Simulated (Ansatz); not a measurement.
Here is an Ansatz 0.2.0 calculation.

input.yaml

```yaml
crystal:
  lattice:
    - [2.9065, 0.0, 0.0]
    - [-1.45325, 2.5171028361, 0.0]
    - [0.0, 0.0, 2.8366]
  atoms:
    - { symbol: W, position: [0.0, 0.0, 0.0] }
    - { symbol: C, position: [0.6666666667, 0.3333333333, 0.5] }
kpoints:
  mp_grid: { grid: [10, 10, 9] }
  band_path:
    path:
      - [0.0, 0.0, 0.0]
      - [0.5, 0.0, 0.0]
      - [0.3333333333, 0.3333333333, 0.0]
      - [0.0, 0.0, 0.0]
      - [0.0, 0.0, 0.5]
      - [0.5, 0.0, 0.5]
      - [0.3333333333, 0.3333333333, 0.5]
      - [0.0, 0.0, 0.5]
    npoints: 6
scf:
  occupations: { method: fermi_dirac, width: 0.05 }
hamiltonian:
  xc: pbesol
  pseudopotentials: { kind: all_electron, lapw: { basis_error: 0.001 } }
output:
  forces: true
  stress: true
  eigenvalues: true
```

Potentials or basis: all-electron LAPW, scalar-relativistic.

Run with:

```bash
$ ansatz run input.yaml --threads 1 --pin off --max-ram 3072MiB --backend cpu --events-out ev --progress --plain --runs-dir out
```

Question: What does it give for the band gap along the path?

Answer: None (metal or under the smearing width).

Question: Predict the pressure.

Answer: -3.4 GPa.

Stress tensor (GPa, compression positive):
```
-2.95  0.00  0.00
 0.00 -2.95  0.00
 0.00  0.00 -4.38
```

Caveat: spin-orbit coupling is left out, which moves the levels of the heavy elements.
